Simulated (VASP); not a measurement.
# Te2Mo in VASP: settings compared

Aim: see how the results for Te2Mo move with the level of theory and the settings. Levels: PBEsol, PBEsol+U. Tasks: single point.

All numbers are computed with VASP 6.6.1; they aren't measurements. Logs are shortened: lines on timing, memory, paths and dates and some standing lists are left out, and cuts for length are marked.

## Step 1: The structure

The cell holds a slab with vacuum, 12 atoms: a = 3.561 Å, b = 3.561 Å, c = 38.990 Å, α = 90.00°, β = 90.00°, γ = 120.00°.

## Step 2: Single point, PBEsol

INCAR

```
SYSTEM = Te2Mo
PREC = Accurate
ENCUT = 520
EDIFF = 1E-6
ISMEAR = -1
SIGMA = 0.05
LREAL = .False.
LASPH = .True.
NELM = 80
ALGO = Fast
ISIF = 2
LWAVE = .False.
LCHARG = .False.
GGA = PS
NBANDS = 64
```

KPOINTS

```
regular mesh
0
Gamma
  7 7 1
  0 0 0
```

POSCAR

```
Te2Mo
1.0
    3.5613831954      0.0000000000      0.0000000000
   -1.7806915977      3.0842483198      0.0000000000
    0.0000000000      0.0000000000     38.9902681400
Te Mo
8 4
Direct
    0.3333333333      0.6666666667      0.3282231700
    0.3333333333      0.6666666667      0.9518180900
    0.6666666667      0.3333333333      0.1400809200
    0.6666666667      0.3333333333      0.7636306700
    0.6666666667      0.3333333333      0.0481819100
    0.6666666667      0.3333333333      0.6717768300
    0.3333333333      0.6666666667      0.2363693300
    0.3333333333      0.6666666667      0.8599190800
    0.6666666667      0.3333333333      0.2823380000
    0.6666666667      0.3333333333      0.9058588400
    0.3333333333      0.6666666667      0.0941411600
    0.3333333333      0.6666666667      0.7176620000
```

Potentials or basis: VASP PAW PBE potentials, release 64 (Te, Mo_sv).

On the command line:

```bash
cat potpaw_PBE.64/Te/POTCAR potpaw_PBE.64/Mo_sv/POTCAR > POTCAR
mpirun -np 1 vasp_std > vasp.out
```

OUTCAR:

```text
SYSTEM = Te2Mo
   PREC = Accurate
   ENCUT = 520
   EDIFF = 1E-6
   ISMEAR = -1
   LREAL = .False.
   LASPH = .True.
   NELM = 80
   ISIF = 2
   GGA = PS

 ion  position               nearest neighbor table
   1  0.333  0.667  0.328-   9 2.73   9 2.73   9 2.73   7 3.58
   2  0.333  0.667  0.952-  10 2.73  10 2.73  10 2.73   8 3.58
   3  0.667  0.333  0.140-  11 2.73  11 2.73  11 2.73   5 3.58
   4  0.667  0.333  0.764-  12 2.73  12 2.73  12 2.73   6 3.58
   5  0.667  0.333  0.048-  11 2.73  11 2.73  11 2.73   3 3.58
   6  0.667  0.333  0.672-  12 2.73  12 2.73  12 2.73   4 3.58
   7  0.333  0.667  0.236-   9 2.73   9 2.73   9 2.73   1 3.58
   8  0.333  0.667  0.860-  10 2.73  10 2.73  10 2.73   2 3.58
   9  0.667  0.333  0.282-   1 2.73   1 2.73   1 2.73   7 2.73   7 2.73   7 2.73
  10  0.667  0.333  0.906-   8 2.73   8 2.73   8 2.73   2 2.73   2 2.73   2 2.73
  11  0.333  0.667  0.094-   3 2.73   3 2.73   3 2.73   5 2.73   5 2.73   5 2.73
  12  0.333  0.667  0.718-   6 2.73   6 2.73   6 2.73   4 2.73   4 2.73   4 2.73

  LATTYP: Found a hexagonal cell.
 ALAT       =     3.5613831954
 C/A-ratio  =    10.9480687701

  Lattice vectors:

 A1 = (   3.5613831954,   0.0000000000,   0.0000000000)
 A2 = (  -1.7806915977,   3.0842483198,   0.0000000000)
 A3 = (   0.0000000000,   0.0000000000,  38.9902681400)

Analysis of symmetry for initial positions (statically):
=====================================================================
 Subroutine PRICEL returns:
 Original cell was already a primitive cell.

 Routine SETGRP: Setting up the symmetry group for a
 hexagonal supercell.

 Subroutine GETGRP returns: Found 12 space group operations
 (whereof 12 operations were pure point group operations)
 out of a pool of 24 trial point group operations.

The static configuration has the point symmetry D_3d.

Analysis of symmetry for dynamics (positions and initial velocities):
=====================================================================
 Subroutine PRICEL returns:
 Original cell was already a primitive cell.

 Routine SETGRP: Setting up the symmetry group for a
 hexagonal supercell.

 Subroutine GETGRP returns: Found 12 space group operations
 (whereof 12 operations were pure point group operations)
 out of a pool of 24 trial point group operations.

The dynamic configuration has the point symmetry D_3d.

 Subroutine INISYM returns: Found 12 space group operations
 (whereof 12 operations are pure point group operations),
[... 111 lines left out ...]
   NUPDOWN=      -1.0000    fix difference up-down
   EMIN   =  10.00;   EMAX   =-10.00  energy-range for DOS
   EFERMI =   0.00;   METHOD = LEGACY
   ISMEAR =    -1;   SIGMA  =   0.05  broadening in eV -4-tet -1-fermi 0-gaus
   EFERMI_NEDOS =   21; number of points for ismear=-14 and -15
   IALGO  =     68    algorithm
   IMIX   =      4    mixing-type and parameters
     AMIX     =   0.40;   BMIX     =  1.00
     AMIX_MAG =   1.60;   BMIX_MAG =  1.00
  volume/ion in A,a.u.               =      35.69       240.85
  Fermi-wavevector in a.u.,A,eV,Ry     =   1.021358  1.930086 14.193210  1.043171
  Thomas-Fermi vector in A             =   2.154978
   LORBIT       =      0    0 simple, 1 ext, 2 COOP (PROOUT), +10 PAW based schemes
   GGA     = PS    functional components
   LHFCALC =     F    Hartree Fock is set to
   AEXX    =    0.0000 exact exchange contribution
   IVDW    =     0    specifies the selected vdW correction
   LEPSILON=     F    determine dielectric tensor
   LRPA    =     F    only Hartree local field effects (RPA)
 non-spin polarized calculation
 RMM-DIIS sequential band-by-band and
  energy-cutoff  :      520.00
  volume of cell :      428.28
 maximum number of plane-waves:     11653
 NGX is ok and might be reduce to    28
   NGX = 13   NGY = 13   NGZ =145

 number of electron     104.0000004 magnetization

 Free energy of the ion-electron system (eV)
  ---------------------------------------------------
  ext. energy  EPLUGINS =         0.00000000
  ---------------------------------------------------
  free energy    TOTEN  =       -78.54479884 eV

  energy without entropy =      -78.54479260  energy(sigma->0) =      -78.54479572

 E-fermi :   4.5119     XC(G=0):  -7.8585

 val. band max:        4.0281515550   @ k =   0.0000   0.0000   0.0000
 cond. band min:       5.1143545649   @ k =   0.2857   0.1429   0.0000
 fundamental gap:      1.0862030100
 Fermi energy:         4.5119218917

 k-point     1 :       0.0000    0.0000    0.0000
  band No.  band energies     occupation
      1     -56.6118      2.00000
      2     -56.6118      2.00000
      3     -56.6092      2.00000
      4     -56.6092      2.00000
      5     -30.7828      2.00000
      6     -30.7828      2.00000
[... 525 lines left out ...]
     63       6.2600      0.00000
     64       6.2992      0.00000

------------------------ aborting loop because EDIFF is reached ----------------------------------------

  FORCE on cell =-STRESS in cart. coord.  units (eV):
  Direction    XX          YY          ZZ          XY          YZ          ZX
  --------------------------------------------------------------------------------------
  -------------------------------------------------------------------------------------
  Total       -6.3731359     -6.3731359     -3.0614839      0.0000000      0.0000000      0.0000000
  in kB      -23.8418250    -23.8418250    -11.4529747      0.0000000      0.0000000      0.0000000
  external PRESSURE =     -19.7122083 kB  Pullay stress =       0.0000000 kB

 VOLUME and BASIS-vectors are now :
 -----------------------------------------------------------------------------
  energy-cutoff  :      520.00
  volume of cell :      428.28
      direct lattice vectors                 reciprocal lattice vectors
     3.561383195  0.000000000  0.000000000     0.280789779  0.162114054  0.000000000
    -1.780691598  3.084248320  0.000000000     0.000000000  0.324228109  0.000000000
     0.000000000  0.000000000 38.990268140     0.000000000  0.000000000  0.025647426

 POSITION                                       TOTAL-FORCE (eV/Angst)
 -----------------------------------------------------------------------------------
     -0.00000      2.05617     12.79751         0.000000     -0.000000     -0.147741
     -0.00000      2.05617     37.11164         0.000000      0.000000     -0.095807
      1.78069      1.02808      5.46179         0.000000     -0.000000     -0.086821
      1.78069      1.02808     29.77416         0.000000      0.000000     -0.093270
      1.78069      1.02808      1.87863         0.000000     -0.000000      0.095807
      1.78069      1.02808     26.19276        -0.000000      0.000000      0.147741
     -0.00000      2.05617      9.21610         0.000000     -0.000000      0.093270
     -0.00000      2.05617     33.52848         0.000000      0.000000      0.086821
      1.78069      1.02808     11.00843         0.000000     -0.000000     -0.013278
      1.78069      1.02808     35.31968         0.000000     -0.000000      0.008085
     -0.00000      2.05617      3.67059        -0.000000      0.000000     -0.008085
     -0.00000      2.05617     27.98183        -0.000000      0.000000      0.013278
 -----------------------------------------------------------------------------------
    total drift:                                0.000000     -0.000000     -0.000000

  FREE ENERGIE OF THE ION-ELECTRON SYSTEM (eV)
  ---------------------------------------------------
  free  energy   TOTEN  =       -78.5447988447 eV

  energy  without entropy=      -78.5447926023  energy(sigma->0) =      -78.54479572
```

Wall time 10 min (1 thread of Intel Xeon Platinum 8259CL at 2.50GHz (Skylake/Cascade Lake), shared host); peak memory 0.6 GiB.

What came out:

```
Free energy            : -78.5448 eV
Largest force          : 0.148 eV/Å
Band gap on the k mesh : 1.09 eV, indirect (least direct gap 1.29 eV)
```

Forces on the atoms (eV/Å):
```
Te   0.000  0.000 -0.148
Te   0.000  0.000 -0.096
Te   0.000  0.000 -0.087
Te   0.000  0.000 -0.093
Te   0.000  0.000  0.096
Te   0.000  0.000  0.148
Te   0.000  0.000  0.093
Te   0.000  0.000  0.087
Mo   0.000  0.000 -0.013
Mo   0.000  0.000  0.008
Mo   0.000  0.000 -0.008
Mo   0.000  0.000  0.013
```

Caveat: the PAW data sets were made with another functional, which shifts forces and pressure a little; spin-orbit coupling is left out, which moves the levels of the heavy elements.

(Continued in part 2 of 2.)
